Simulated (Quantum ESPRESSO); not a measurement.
Input of a Quantum ESPRESSO 7.5 run:

File pw.in:

```
&CONTROL
  calculation = 'scf'
  prefix = 'pwscf'
  outdir = './tmp'
  pseudo_dir = './pseudo'
  tprnfor = .true.
  tstress = .true.
  disk_io = 'low'
/
&SYSTEM
  ibrav = 0
  nat = 2
  ntyp = 2
  ecutwfc = 70
  nbnd = 22
  input_dft = 'scan'
  occupations = 'smearing'
  smearing = 'fd'
  degauss = 0.00367493
  nosym = .true.
/
&ELECTRONS
  conv_thr = 1d-08
  electron_maxstep = 120
  mixing_beta = 0.5
/
ATOMIC_SPECIES
Te   127.6000 Te_ONCV_PBE-1.2.upf
Sn   118.7100 Sn_ONCV_PBE-1.2.upf
CELL_PARAMETERS bohr
   0.0000000000    5.9542435598    5.9542435598
   5.9542435598    0.0000000000    5.9542435598
   5.9542435598    5.9542435598    0.0000000000
ATOMIC_POSITIONS bohr
Te     5.9542435598    5.9542435598    5.9542435598
Sn     0.0000000000    0.0000000000    0.0000000000
K_POINTS automatic
5 5 5 0 0 0
```

File pp_density.in:

```
&INPUTPP
  prefix = 'pwscf'
  outdir = './tmp'
  filplot = 'density.dat'
  plot_num = 0
/
&PLOT
  nfile = 1
  filepp(1) = 'density.dat'
  iflag = 3
  output_format = 6
  fileout = 'density.cube'
/
```

Contents of pp_potential.in:

```
&INPUTPP
  prefix = 'pwscf'
  outdir = './tmp'
  filplot = 'potential.dat'
  plot_num = 11
/
&PLOT
  nfile = 1
  filepp(1) = 'potential.dat'
  iflag = 3
  output_format = 6
  fileout = 'potential.cube'
/
```

pp_elf.in

```
&INPUTPP
  prefix = 'pwscf'
  outdir = './tmp'
  filplot = 'elf.dat'
  plot_num = 8
/
&PLOT
  nfile = 1
  filepp(1) = 'elf.dat'
  iflag = 3
  output_format = 6
  fileout = 'elf.cube'
/
```

bands.in

```
&CONTROL
  calculation = 'bands'
  prefix = 'pwscf'
  outdir = './tmp'
  pseudo_dir = './pseudo'
  disk_io = 'low'
  verbosity = 'high'
/
&SYSTEM
  ibrav = 0
  nat = 2
  ntyp = 2
  ecutwfc = 70
  nbnd = 22
  input_dft = 'scan'
  occupations = 'smearing'
  smearing = 'fd'
  degauss = 0.00367493
  nosym = .true.
/
&ELECTRONS
  conv_thr = 1d-08
  electron_maxstep = 120
  mixing_beta = 0.5
  diago_full_acc = .true.
  startingwfc = 'random'
/
ATOMIC_SPECIES
Te   127.6000 Te_ONCV_PBE-1.2.upf
Sn   118.7100 Sn_ONCV_PBE-1.2.upf
CELL_PARAMETERS bohr
   0.0000000000    5.9542435598    5.9542435598
   5.9542435598    0.0000000000    5.9542435598
   5.9542435598    5.9542435598    0.0000000000
ATOMIC_POSITIONS bohr
Te     5.9542435598    5.9542435598    5.9542435598
Sn     0.0000000000    0.0000000000    0.0000000000
K_POINTS crystal
60
 0.0000000000  0.0000000000  0.0000000000 1
 0.0625000000  0.0000000000  0.0625000000 1
 0.1250000000  0.0000000000  0.1250000000 1
 0.1875000000  0.0000000000  0.1875000000 1
 0.2500000000  0.0000000000  0.2500000000 1
 0.3125000000  0.0000000000  0.3125000000 1
 0.3750000000  0.0000000000  0.3750000000 1
 0.4375000000  0.0000000000  0.4375000000 1
 0.5000000000  0.0000000000  0.5000000000 1
 0.5000000000  0.0625000000  0.5625000000 1
 0.5000000000  0.1250000000  0.6250000000 1
 0.5000000000  0.1875000000  0.6875000000 1
 0.5000000000  0.2500000000  0.7500000000 1
 0.4375000000  0.3125000000  0.7500000000 1
 0.3750000000  0.3750000000  0.7500000000 1
 0.3375000000  0.3375000000  0.6750000000 1
 0.3000000000  0.3000000000  0.6000000000 1
 0.2625000000  0.2625000000  0.5250000000 1
 0.2250000000  0.2250000000  0.4500000000 1
 0.1875000000  0.1875000000  0.3750000000 1
 0.1500000000  0.1500000000  0.3000000000 1
 0.1125000000  0.1125000000  0.2250000000 1
 0.0750000000  0.0750000000  0.1500000000 1
 0.0375000000  0.0375000000  0.0750000000 1
 0.0000000000  0.0000000000  0.0000000000 1
 0.0625000000  0.0625000000  0.0625000000 1
 0.1250000000  0.1250000000  0.1250000000 1
 0.1875000000  0.1875000000  0.1875000000 1
 0.2500000000  0.2500000000  0.2500000000 1
 0.3125000000  0.3125000000  0.3125000000 1
 0.3750000000  0.3750000000  0.3750000000 1
 0.4375000000  0.4375000000  0.4375000000 1
 0.5000000000  0.5000000000  0.5000000000 1
 0.5250000000  0.4500000000  0.5250000000 1
 0.5500000000  0.4000000000  0.5500000000 1
 0.5750000000  0.3500000000  0.5750000000 1
 0.6000000000  0.3000000000  0.6000000000 1
 0.6250000000  0.2500000000  0.6250000000 1
 0.5833333333  0.2500000000  0.6666666667 1
 0.5416666667  0.2500000000  0.7083333333 1
 0.5000000000  0.2500000000  0.7500000000 1
 0.5000000000  0.2857142857  0.7142857143 1
 0.5000000000  0.3214285714  0.6785714286 1
 0.5000000000  0.3571428571  0.6428571429 1
 0.5000000000  0.3928571429  0.6071428571 1
 0.5000000000  0.4285714286  0.5714285714 1
 0.5000000000  0.4642857143  0.5357142857 1
 0.5000000000  0.5000000000  0.5000000000 1
 0.4821428571  0.4821428571  0.5357142857 1
 0.4642857143  0.4642857143  0.5714285714 1
 0.4464285714  0.4464285714  0.6071428571 1
 0.4285714286  0.4285714286  0.6428571429 1
 0.4107142857  0.4107142857  0.6785714286 1
 0.3928571429  0.3928571429  0.7142857143 1
 0.3750000000  0.3750000000  0.7500000000 1
 0.6250000000  0.2500000000  0.6250000000 1
 0.5937500000  0.1875000000  0.5937500000 1
 0.5625000000  0.1250000000  0.5625000000 1
 0.5312500000  0.0625000000  0.5312500000 1
 0.5000000000  0.0000000000  0.5000000000 1
```

Potentials or basis: SG15 PBE 1.2.

Command:

```console
$ OMP_NUM_THREADS=1 mpirun -n 2 pw.x -nk 2 -in pw.in > pw.out
$ OMP_NUM_THREADS=1 mpirun -n 1 pp.x -in pp_density.in > pp_density.out
$ OMP_NUM_THREADS=1 mpirun -n 1 pp.x -in pp_potential.in > pp_potential.out
$ OMP_NUM_THREADS=1 mpirun -n 1 pp.x -in pp_elf.in > pp_elf.out
$ OMP_NUM_THREADS=1 mpirun -n 2 pw.x -nk 2 -in bands.in > bands.out
```

Question: Predict the band gap along the path.

Answer: 0.02 eV, direct.

Question: Estimate the pressure.

Answer: -0.4 GPa.

Levels at the corners of the path, in eV from the Fermi level:
| point | band 11 | band 12 | band 13 | band 14 | band 15 | band 16 | band 17 | band 18 | band 19 | band 20 |
| --- | --- | --- | --- | --- | --- | --- | --- | --- | --- | --- |
| Γ | -13.46 | -5.10 | -2.42 | -2.42 | -2.42 | 3.29 | 3.29 | 3.29 | 5.27 | 5.27 |
| X | -11.83 | -6.95 | -5.85 | -4.02 | -4.02 | 2.61 | 4.89 | 4.89 | 6.40 | 9.69 |
| W | -11.74 | -7.86 | -5.09 | -5.09 | -1.00 | 0.72 | 4.91 | 4.91 | 6.25 | 6.25 |
| K | -11.79 | -7.91 | -5.45 | -3.50 | -2.93 | 2.96 | 3.16 | 4.54 | 5.62 | 8.56 |
| Γ | -13.46 | -5.10 | -2.42 | -2.42 | -2.42 | 3.29 | 3.29 | 3.29 | 5.27 | 5.27 |
| L | -12.15 | -8.83 | -1.99 | -1.99 | -0.01 | 0.01 | 0.23 | 0.23 | 8.29 | 9.22 |
| U | -11.79 | -7.91 | -5.45 | -3.50 | -2.93 | 2.96 | 3.16 | 4.54 | 5.62 | 8.56 |
| W | -11.74 | -7.86 | -5.09 | -5.09 | -1.00 | 0.72 | 4.91 | 4.91 | 6.25 | 6.25 |
| L | -12.15 | -8.83 | -1.99 | -1.99 | -0.01 | 0.01 | 0.23 | 0.23 | 8.29 | 9.22 |
| K | -11.79 | -7.91 | -5.45 | -3.50 | -2.93 | 2.96 | 3.16 | 4.54 | 5.62 | 8.56 |
| U | -11.79 | -7.91 | -5.45 | -3.50 | -2.93 | 2.96 | 3.16 | 4.54 | 5.62 | 8.56 |
| X | -11.83 | -6.95 | -5.85 | -4.02 | -4.02 | 2.61 | 4.89 | 4.89 | 6.40 | 9.69 |

Caveat: the potentials were made for another functional, which shifts forces and pressure; this odd mesh misses L, where the gap lies, so gap, dielectric constants and Born charges aren't listed; spin-orbit coupling is left out, which moves the levels of the heavy elements.

**Experimental background.**

From a printed reference work, textbook, for a bulk crystal of SnTe at 300 K: band gap 0.18 eV (direct).

Measured gap of SnTe: 0.18 eV (direct; 300 K; a printed reference work, textbook). This calculation gives 0.02 eV (-0.16 eV). Spin-orbit coupling on Sn, Te is left out. The value is that of SCAN, without temperature or zero-point motion.
